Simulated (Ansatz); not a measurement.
# SnO2: energy and stress against strain

This session takes SnO2 and sets out to see how energy and stress answer to the strain pattern (0, 1, 0, 0, 0, 0).

Computed with Ansatz 0.2.0 (DFT PBE+D3(BJ), scalar-relativistic, plane waves, PAW, unless a step's input says otherwise).

## Step 1: The structure to begin with

It takes space group R-3m (No. 166, trigonal). Conventional cell: a = 3.234 Å, b = 3.234 Å, c = 14.402 Å, α = 90.00°, β = 90.00°, γ = 120.00°. Sn (site symmetry -3m) is surrounded by 6 O at 2.13 Å. O (site symmetry 3m) has 3 Sn at 2.13 Å as nearest neighbours.

Coordinates:

```cif
data_structure
_symmetry_space_group_name_H-M 'P 1'
_symmetry_Int_Tables_number 1
_cell_length_a 5.1510
_cell_length_b 5.1510
_cell_length_c 5.1510
_cell_angle_alpha 36.594
_cell_angle_beta 36.594
_cell_angle_gamma 36.594
_cell_volume 43.49
loop_
_atom_site_label
_atom_site_type_symbol
_atom_site_fract_x
_atom_site_fract_y
_atom_site_fract_z
_atom_site_occupancy
Sn1 Sn 0.50000 0.50000 0.50000 1
O1 O 0.23717 0.23717 0.23717 1
O2 O 0.76283 0.76283 0.76283 1
```

The structure comes from the Materials Project (structure only).

## Step 2: Quick check of gap, pressure and forces

The input, input.yaml:

```yaml
crystal:
  lattice:
    - [1.6170930752, 0.9336291223, 4.800592584]
    - [-1.6170930752, 0.9336291223, 4.800592584]
    - [0.0, -1.8672582446, 4.800592584]
  atoms:
    - { symbol: Sn, position: [0.5, 0.5, 0.5] }
    - { symbol: O, position: [0.23717, 0.23717, 0.23717] }
    - { symbol: O, position: [0.76283, 0.76283, 0.76283] }
basis:
  ecutwfc: 420
kpoints:
  mp_grid: { grid: [6, 6, 6] }
hamiltonian:
  xc: pbe
  dispersion: d3bj
scf:
  occupations: { method: gaussian, width: 0.1 }
output:
  forces: true
  stress: true
  eigenvalues: true
```

On the command line:

```console
ansatz run input.yaml --threads 1 --pin off --max-ram 1228MiB --backend cpu --events-out ev --progress --plain --runs-dir out
```

The program printed, shortened:

```text
[...]
SCF converged after 6 iterations
Free energy (F): -7159.065733 eV
[...]
E sigma→0 (E₀):  -7159.065733 eV
Fermi energy:    7.063466 eV
[...]
--- Forces (eV/Å), atoms counted from 1 ---
  atom   1  Sn     0.00000000     0.00000000     0.00000000
  atom   2  O     -0.00000000    -0.00000000    -0.12339470
  atom   3  O      0.00000000     0.00000000     0.12339470
[...]
--- Stress (GPa, compression-positive) ---
       -2.495589      -0.000000      -0.000000
       -0.000000      -2.495589       0.000000
       -0.000000       0.000000      -2.995680
  P = ⅓ Tr σ = -2.6623 GPa (-26.623 kbar)
--- Band table (eV; the first three rows and the last of 32) ---
  k-point 0: bands = ["-13.9086", "-13.7157", "-13.7157", "-13.5327", "-13.5327", "-11.8235", "-10.0370", "2.1820", "4.8365", "4.8365", "5.2066", "5.2066", "5.9816", "8.0273", "11.8103", "17.1281", "17.1281"]
[...]
```

Run time: 1.8 s. Hardware: 1 thread of an Arm CPU, shared host; peak memory 0.3 GiB.

The cell is taken as given, not relaxed at this level.

## Step 3: Zero of the scan

input.yaml, as its differences from that of step 2:

```diff
@@ -12,3 +12,3 @@
 kpoints:
-  mp_grid: { grid: [6, 6, 6] }
+  mp_grid: { grid: [12, 12, 12] }
 hamiltonian:
@@ -17,3 +17,3 @@
 scf:
-  occupations: { method: gaussian, width: 0.1 }
+  occupations: { method: gaussian, width: 0.05 }
 output:
```

On the command line:

```console
ansatz run input.yaml --threads 1 --pin off --max-ram 1228MiB --backend cpu --events-out ev --progress --plain --runs-dir out
```

The program printed, shortened:

```text
Warning: RAYON_NUM_THREADS=1 ignored (pool sized by the plan → 1); use --threads N
[...]
Pseudopotentials: kind: paw
Pseudopotential: Sn, paw, valence charge 14, recommended cutoff 420 eV (normal), Sn.paw.azcp
Pseudopotential: O, paw, valence charge 6, recommended cutoff 420 eV (normal), O.paw.azcp
Functional definition: PBE
[...]
Crystal: 3 atoms, lattice volume = 43.487 Å³
Basis set: ecut = 420 eV, 863 PW (Γ), FFT grids on a1−a3, a2−a3, a3, exchange–correlation on 48×48×72 points (8 copies of the dense FFT grid, shifted against one another)
Bands: 17, of which v1, the nominal top of the filled ones, is band 13 counted from 1 (12 counted from 0)
Symmetry: 12 space group operations
Space group: R-3m (ITA 166), of the structure as read, at distance tolerance 3.5e-5 Å
k-points: 189 of 1728
[...]
SCF iter   1: F=—  HF=-7159.066423 eV  |F-HF|=—  |Δ(HF+E_count)|=         —  Δρ=1.67e-3  dr2=5.05e-4  ethr=1.77e-3  ⟨swp⟩=6.0  Hψ=17473  notcnv=0
[...]
SCF iter   6: F=-7159.066506 eV  HF=-7159.066506 eV  |F-HF|=1.37e-8  |Δ(HF+E_count)|=   8.93e-8  Δρ=7.60e-6  dr2=1.82e-8  ethr=3.85e-10  ⟨swp⟩=6.6  Hψ=16460  notcnv=0
[...]
SCF converged after 6 iterations
Free energy (F): -7159.066506 eV
[...]
E sigma→0 (E₀):  -7159.066506 eV
Fermi energy:    7.059778 eV
[...]
--- Forces (eV/Å), atoms counted from 1 ---
  atom   1  Sn    -0.00000000     0.00000000     0.00000000
  atom   2  O     -0.00000000    -0.00000000    -0.12339040
  atom   3  O      0.00000000     0.00000000     0.12339040
[...]
--- Stress (GPa, compression-positive) ---
       -2.493065      -0.000000      -0.000000
       -0.000000      -2.493065       0.000000
       -0.000000       0.000000      -2.992764
  P = ⅓ Tr σ = -2.6596 GPa (-26.596 kbar)
--- Band table (eV; the first three rows and the last of 189) ---
  k-point 0: bands = ["-13.9086", "-13.7158", "-13.7158", "-13.5327", "-13.5327", "-11.8238", "-10.0375", "2.1817", "4.8360", "4.8360", "5.2061", "5.2061", "5.9812", "8.0271", "11.8101", "17.1280", "17.1280"]
[...]
```

Wall time 8.5 s (1 thread of an Arm CPU, shared host); peak memory 0.39 GiB.

The reference gives a free energy of -7159.0665 eV, pressure -2.66 GPa, largest force 0.123 eV/Å and gap on the mesh 1.94 eV.

## Step 4: Next: energy and stress against strain

The cell is strained by ε times the Voigt pattern (0, 1, 0, 0, 0, 0) (xx, yy, zz, yz, xz, xy; engineering shear), with fractional coordinates fixed (clamped ions). The stress on the pattern is the sum of the stress components weighted by it, tension positive.

## Step 5: At ε = -0.0200

input.yaml, as its differences from that of step 3:

```diff
@@ -2,5 +2,5 @@
   lattice:
-    - [1.6170930752, 0.9336291223, 4.800592584]
-    - [-1.6170930752, 0.9336291223, 4.800592584]
-    - [0.0, -1.8672582446, 4.800592584]
+    - [1.6170930752, 0.9149565398, 4.800592584]
+    - [-1.6170930752, 0.9149565398, 4.800592584]
+    - [0.0, -1.8299130797, 4.800592584]
   atoms:
```

On the command line:

```console
ansatz run input.yaml --threads 1 --pin off --max-ram 1228MiB --backend cpu --events-out ev --progress --plain --runs-dir out
```

The program printed, shortened:

```text
Warning: RAYON_NUM_THREADS=1 ignored (pool sized by the plan → 1); use --threads N
[...]
[... 4 set-up lines as earlier in the session ...]
[...]
Crystal: 3 atoms, lattice volume = 42.617 Å³
Basis set: ecut = 420 eV, 847 PW (Γ), FFT grids on a1−a3, a2−a3, a3, exchange–correlation on 48×48×72 points (8 copies of the dense FFT grid, shifted against one another)
Bands: 17, of which v1, the nominal top of the filled ones, is band 13 counted from 1 (12 counted from 0)
Symmetry: 4 space group operations
Space group: C2/m (ITA 12), of the structure as read, at distance tolerance 3.5e-5 Å
k-points: 476 of 1728
[...]
SCF iter   1: F=—  HF=-7159.062613 eV  |F-HF|=—  |Δ(HF+E_count)|=         —  Δρ=1.71e-3  dr2=4.70e-4  ethr=1.77e-3  ⟨swp⟩=6.0  Hψ=43842  notcnv=0
[...]
SCF iter   6: F=-7159.062716 eV  HF=-7159.062716 eV  |F-HF|=2.87e-8  |Δ(HF+E_count)|=   5.05e-9  Δρ=9.49e-6  dr2=2.81e-8  ethr=3.85e-10  ⟨swp⟩=6.4  Hψ=41348  notcnv=0
[...]
SCF converged after 6 iterations
Free energy (F): -7159.062716 eV
[...]
E sigma→0 (E₀):  -7159.062716 eV
Fermi energy:    7.389428 eV
[...]
--- Forces (eV/Å), atoms counted from 1 ---
  atom   1  Sn     0.00000000     0.00000000     0.00000000
  atom   2  O      0.00000000    -0.02664699     0.07169589
  atom   3  O      0.00000000     0.02664699    -0.07169589
[...]
--- Stress (GPa, compression-positive) ---
        0.031649      -0.000000      -0.000000
       -0.000000       4.044003      -0.127691
       -0.000000      -0.127691      -1.455814
  P = ⅓ Tr σ = 0.8733 GPa (8.733 kbar)
--- Band table (eV; the first three rows and the last of 476) ---
  k-point 0: bands = ["-13.6762", "-13.4691", "-13.4400", "-13.2477", "-13.2403", "-11.7025", "-9.8862", "2.3736", "5.0365", "5.0761", "5.4316", "5.5037", "6.1805", "8.4482", "12.1675", "17.4622", "17.8254"]
[...]
```

It took 20 s on 1 thread of an Arm CPU, shared host; peak memory 0.53 GiB.

## Step 6: ε = 0.0150

input.yaml, as its differences from that of step 5:

```diff
@@ -2,5 +2,5 @@
   lattice:
-    - [1.6170930752, 0.9149565398, 4.800592584]
-    - [-1.6170930752, 0.9149565398, 4.800592584]
-    - [0.0, -1.8299130797, 4.800592584]
+    - [1.6170930752, 0.9476335591, 4.800592584]
+    - [-1.6170930752, 0.9476335591, 4.800592584]
+    - [0.0, -1.8952671182, 4.800592584]
   atoms:
```

On the command line:

```console
ansatz run input.yaml --threads 1 --pin off --max-ram 1228MiB --backend cpu --events-out ev --progress --plain --runs-dir out
```

The program printed, shortened:

```text
[...]
SCF converged after 6 iterations
Free energy (F): -7159.047445 eV
[...]
E sigma→0 (E₀):  -7159.047445 eV
Fermi energy:    6.831892 eV
[...]
--- Forces (eV/Å), atoms counted from 1 ---
  atom   1  Sn     0.00000000    -0.00000000     0.00000000
  atom   2  O      0.00000000    -0.00554874    -0.25229745
  atom   3  O      0.00000000     0.00554874     0.25229745
[...]
--- Stress (GPa, compression-positive) ---
       -4.164558      -0.000000      -0.000000
       -0.000000      -6.797112      -0.097383
       -0.000000      -0.097383      -3.977403
  P = ⅓ Tr σ = -4.9797 GPa (-49.797 kbar)
--- Band table (eV; the first three rows and the last of 476) ---
  k-point 0: bands = ["-14.0884", "-13.9150", "-13.8981", "-13.7462", "-13.7413", "-11.9064", "-10.1494", "2.0401", "4.6590", "4.6921", "4.9908", "5.0449", "5.8389", "7.7235", "11.5442", "16.6438", "16.8857"]
[...]
```

Run time: 21 s. Hardware: 1 thread of an Arm CPU, shared host; peak memory 0.53 GiB.

## Step 7: ε = -0.0100

input.yaml, as its differences from that of step 6:

```diff
@@ -2,5 +2,5 @@
   lattice:
-    - [1.6170930752, 0.9476335591, 4.800592584]
-    - [-1.6170930752, 0.9476335591, 4.800592584]
-    - [0.0, -1.8952671182, 4.800592584]
+    - [1.6170930752, 0.9242928311, 4.800592584]
+    - [-1.6170930752, 0.9242928311, 4.800592584]
+    - [0.0, -1.8485856621, 4.800592584]
   atoms:
```

On the command line:

```console
ansatz run input.yaml --threads 1 --pin off --max-ram 1228MiB --backend cpu --events-out ev --progress --plain --runs-dir out
```

The program printed, shortened:

```text
Warning: RAYON_NUM_THREADS=1 ignored (pool sized by the plan → 1); use --threads N
[...]
[... 4 set-up lines as earlier in the session ...]
[...]
Crystal: 3 atoms, lattice volume = 43.052 Å³
Basis set: ecut = 420 eV, 863 PW (Γ), FFT grids on a1−a3, a2−a3, a3, exchange–correlation on 48×48×72 points (8 copies of the dense FFT grid, shifted against one another)
Bands: 17, of which v1, the nominal top of the filled ones, is band 13 counted from 1 (12 counted from 0)
[... 2 set-up lines as earlier in the session ...]
k-points: 476 of 1728
[...]
SCF iter   1: F=—  HF=-7159.068986 eV  |F-HF|=—  |Δ(HF+E_count)|=         —  Δρ=1.69e-3  dr2=4.91e-4  ethr=1.77e-3  ⟨swp⟩=6.0  Hψ=44045  notcnv=0
[...]
SCF iter   6: F=-7159.069055 eV  HF=-7159.069055 eV  |F-HF|=1.20e-8  |Δ(HF+E_count)|=   6.51e-8  Δρ=7.03e-6  dr2=1.55e-8  ethr=3.85e-10  ⟨swp⟩=6.5  Hψ=41286  notcnv=0
[...]
SCF converged after 6 iterations
Free energy (F): -7159.069055 eV
[...]
E sigma→0 (E₀):  -7159.069055 eV
Fermi energy:    7.222213 eV
[...]
--- Forces (eV/Å), atoms counted from 1 ---
  atom   1  Sn     0.00000000     0.00000000     0.00000000
  atom   2  O      0.00000000    -0.00815154    -0.02942815
  atom   3  O      0.00000000     0.00815154     0.02942815
[...]
--- Stress (GPa, compression-positive) ---
       -1.275037       0.000000       0.000000
        0.000000       0.654672      -0.023432
        0.000000      -0.023432      -2.258648
  P = ⅓ Tr σ = -0.9597 GPa (-9.597 kbar)
--- Band table (eV; the first three rows and the last of 476) ---
  k-point 0: bands = ["-13.7912", "-13.5929", "-13.5794", "-13.3912", "-13.3877", "-11.7650", "-9.9621", "2.2771", "4.9348", "4.9551", "5.3172", "5.3531", "6.0792", "8.2354", "11.9883", "17.2934", "17.4690"]
[...]
```

Wall time 20 s (1 thread of an Arm CPU, shared host); peak memory 0.53 GiB.

## Step 8: Point ε = 0.0050

input.yaml, as its differences from that of step 7:

```diff
@@ -2,5 +2,5 @@
   lattice:
-    - [1.6170930752, 0.9242928311, 4.800592584]
-    - [-1.6170930752, 0.9242928311, 4.800592584]
-    - [0.0, -1.8485856621, 4.800592584]
+    - [1.6170930752, 0.9382972679, 4.800592584]
+    - [-1.6170930752, 0.9382972679, 4.800592584]
+    - [0.0, -1.8765945358, 4.800592584]
   atoms:
```

On the command line:

```console
ansatz run input.yaml --threads 1 --pin off --max-ram 1228MiB --backend cpu --events-out ev --progress --plain --runs-dir out
```

The program printed, shortened:

```text
Warning: RAYON_NUM_THREADS=1 ignored (pool sized by the plan → 1); use --threads N
[...]
[... 4 set-up lines as earlier in the session ...]
[...]
Crystal: 3 atoms, lattice volume = 43.704 Å³
Basis set: ecut = 420 eV, 863 PW (Γ), FFT grids on a1−a2, a1−a3, a1, exchange–correlation on 48×48×72 points (8 copies of the dense FFT grid, shifted against one another)
Bands: 17, of which v1, the nominal top of the filled ones, is band 13 counted from 1 (12 counted from 0)
[... 2 set-up lines as earlier in the session ...]
k-points: 476 of 1728
[...]
SCF iter   1: F=—  HF=-7159.062031 eV  |F-HF|=—  |Δ(HF+E_count)|=         —  Δρ=1.66e-3  dr2=5.15e-4  ethr=1.77e-3  ⟨swp⟩=6.0  Hψ=43960  notcnv=0
[...]
SCF iter   6: F=-7159.062094 eV  HF=-7159.062094 eV  |F-HF|=1.56e-8  |Δ(HF+E_count)|=   9.64e-8  Δρ=8.16e-6  dr2=2.07e-8  ethr=3.85e-10  ⟨swp⟩=6.6  Hψ=41575  notcnv=0
[...]
SCF converged after 6 iterations
Free energy (F): -7159.062094 eV
[...]
E sigma→0 (E₀):  -7159.062094 eV
Fermi energy:    6.982744 eV
[...]
--- Forces (eV/Å), atoms counted from 1 ---
  atom   1  Sn     0.00000000     0.00000000     0.00000000
  atom   2  O      0.00000000     0.00042939    -0.16791461
  atom   3  O      0.00000000    -0.00042939     0.16791461
[...]
--- Stress (GPa, compression-positive) ---
       -3.070285      -0.000000      -0.000000
       -0.000000      -3.981565      -0.015988
       -0.000000      -0.015988      -3.335616
  P = ⅓ Tr σ = -3.4625 GPa (-34.625 kbar)
--- Band table (eV; the first three rows and the last of 476) ---
  k-point 0: bands = ["-13.9681", "-13.7828", "-13.7768", "-13.6044", "-13.6027", "-11.8520", "-10.0749", "2.1343", "4.7768", "4.7874", "5.1337", "5.1517", "5.9333", "7.9248", "11.7213", "16.9631", "17.0464"]
[...]
```

Wall time 21 s (1 thread of an Arm CPU, shared host); peak memory 0.53 GiB.

## Step 9: At ε = 0.0200

input.yaml, as its differences from that of step 8:

```diff
@@ -2,5 +2,5 @@
   lattice:
-    - [1.6170930752, 0.9382972679, 4.800592584]
-    - [-1.6170930752, 0.9382972679, 4.800592584]
-    - [0.0, -1.8765945358, 4.800592584]
+    - [1.6170930752, 0.9523017047, 4.800592584]
+    - [-1.6170930752, 0.9523017047, 4.800592584]
+    - [0.0, -1.9046034095, 4.800592584]
   atoms:
```

On the command line:

```console
ansatz run input.yaml --threads 1 --pin off --max-ram 1228MiB --backend cpu --events-out ev --progress --plain --runs-dir out
```

The program printed, shortened:

```text
[...]
SCF converged after 6 iterations
Free energy (F): -7159.037297 eV
[...]
E sigma→0 (E₀):  -7159.037297 eV
Fermi energy:    6.758105 eV
[...]
--- Forces (eV/Å), atoms counted from 1 ---
  atom   1  Sn     0.00000000     0.00000000     0.00000000
  atom   2  O      0.00000000    -0.01172971    -0.29229315
  atom   3  O      0.00000000     0.01172971     0.29229315
[...]
--- Stress (GPa, compression-positive) ---
       -4.683363       0.000000       0.000000
        0.000000      -8.125107      -0.161979
        0.000000      -0.161979      -4.278082
  P = ⅓ Tr σ = -5.6955 GPa (-56.955 kbar)
--- Band table (eV; the first three rows and the last of 476) ---
  k-point 0: bands = ["-14.1491", "-13.9800", "-13.9583", "-13.8162", "-13.8097", "-11.9326", "-10.1865", "1.9931", "4.6004", "4.6452", "4.9204", "4.9926", "5.7926", "7.6246", "11.4559", "16.4894", "16.8064"]
[...]
```

Run time: 21 s. Hardware: 1 thread of an Arm CPU, shared host; peak memory 0.53 GiB.

## Step 10: The scan collected

All points in order; energies are free energies above the reference cell:

```
      ε  ΔE (meV/atom)  stress on the pattern (GPa)  pressure (GPa)  gap on the mesh (eV)
-0.0200            1.3                        -4.04             0.9                  2.12
-0.0100           -0.8                        -0.65            -1.0                  2.03
 0.0000            0.0                         2.49            -2.7                  1.94
 0.0050            1.5                         3.98            -3.5                  1.89
 0.0150            6.4                         6.80            -5.0                  1.79
 0.0200            9.7                         8.13            -5.7                  1.74
```

## Step 11: Results

```
                                                              quantity    value
slope of the stress at ε = 0, from the points at -0.0100, 0 and 0.0050  303 GPa
```

What this shows: The slope of the stress at zero strain, 303 GPa, estimates C22 with clamped ions in this Cartesian frame; letting the atoms relax could not make it stiffer. The reference stands under -2.7 GPa, so this is no zero-stress constant. The undisturbed cell is not the lowest point: the energy is 0.8 meV/atom lower at ε = -0.0100; the cell was taken as given and not relaxed at this level. The gap on the mesh stays between 1.74 and 2.12 eV.
